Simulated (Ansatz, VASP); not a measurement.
SiO2 (Cristobalite): VASP beside Ansatz

```
Si O
1.0
     4.88030    0.00000    0.00000
     0.00000    4.88030    0.00000
     0.00000    0.00000    6.82086
Si O
4 8
Direct
  0.79897 0.20103 0.75000
  0.70103 0.70103 0.50000
  0.20103 0.79897 0.25000
  0.29897 0.29897 0.00000
  0.10347 0.23989 0.82187
  0.26011 0.60347 0.07187
  0.89653 0.76011 0.32187
  0.73989 0.39653 0.57187
  0.60347 0.26011 0.92813
  0.76011 0.89653 0.67813
  0.39653 0.73989 0.42813
  0.23989 0.10347 0.17813
```

Change from the starting cell: volume scaled by 0.94.

Alike in both runs: task single point; functional PBE; k mesh 6 × 6 × 4; occupations fermi-dirac, width 0.05 eV; no spin polarisation.

```csv
,VASP,Ansatz
version,VASP 6.6.1,Ansatz 0.2.0
potentials or method,"VASP PAW PBE potentials, release 64 (Si, O)",Ansatz PAW
plane-wave cutoff (eV),520,420
valence electrons in the cell,64,64
```

Ansatz gave:

```
gap on the k mesh at the Fermi level (eV)       : 6.07
least direct gap on the mesh (eV)               : 6.07
pressure (GPa)                                  : 19.1
largest component of the traceless stress (GPa) : 0.64
rms of the force components (eV/Å)              : 0.537
```

Estimate VASP's values.

gap on the k mesh at the Fermi level (eV): 6.07; least direct gap on the mesh (eV): 6.07; pressure (GPa): 19.3; largest component of the traceless stress (GPa): 0.61; rms of the force components (eV/Å): 0.538.

Atom by atom the forces differ by 0.010 eV/Å (rms over components). The functional is the same, so the differences come from potentials, cutoffs and numerics.

Caveats: forces of over 1 eV/Å show positions far from the minimum, so gaps and moduli don't describe the material at rest; the pressure holds a Pulay correction of +0.6 GPa for the finite cutoff (Ansatz). A k mesh can miss the band edges.
